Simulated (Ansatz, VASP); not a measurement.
**Pb in VASP and in Ansatz**

```
Pb
1.0
     0.00000    2.47502    2.47502
     2.47502    0.00000    2.47502
     2.47502    2.47502    0.00000
Pb
1
Direct
  0.00000 0.00000 0.00000
```

Alike in both runs: task single point; functional PBE; k mesh 9 × 9 × 9; occupations gaussian, width 0.011 eV; no spin polarisation.

```csv
,VASP,Ansatz
version,VASP 6.6.1,Ansatz 0.2.0
potentials or method,"VASP PAW PBE potentials, release 64 (Pb_d)",Ansatz PAW
plane-wave cutoff (eV),520,420
valence electrons in the cell,14,14
```

|  | VASP | Ansatz | Ansatz less VASP |
| --- | --- | --- | --- |
| gap on the k mesh at the Fermi level (eV) | none | none | - |
| pressure (GPa) | 2.2 | 2.2 | +0.08 |

A gap of «none» marks a metal or a gap that the smearing closes. The functional is the same, so the differences come from potentials, cutoffs and numerics.

Spin-orbit coupling is left out, which matters for the levels of Pb.
